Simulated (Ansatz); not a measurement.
Tl:

```
CELL_PARAMETERS angstrom
3.45600 0.00000 0.00000
-1.72800 2.99298 0.00000
0.00000 0.00000 5.52500
ATOMIC_POSITIONS crystal
Tl 0.66667 0.33333 0.75000
Tl 0.33333 0.66667 0.25000
```

Base run:

```yaml
Program: Ansatz 0.2.0
Functional: PBEsol
Potentials_or_basis: Ansatz PAW
Cutoff: "420 eV (not typed: the program's choice for these potentials)"
k_mesh: 9 × 9 × 5
Occupations: fermi-dirac, width 0.05 eV
Spin: no spin polarisation
```

Its results: band gap on the k mesh none (metal or under the smearing width); pressure 0.2 GPa.

Q: The run is repeated on the same cell with these changes: spin from no spin polarisation to spin-orbit coupling, no magnetisation; potential files from those of the base run to others of the same set. What comes out?

A: Band gap on the k mesh none (metal or under the smearing width); pressure -0.4 GPa.

Caveats: the PAW data sets come from PBE, with cores solved anew for the run's functional, which leaves a small shift of forces and pressure; spin-orbit coupling is left out, which moves the levels of the heavy elements (some runs).
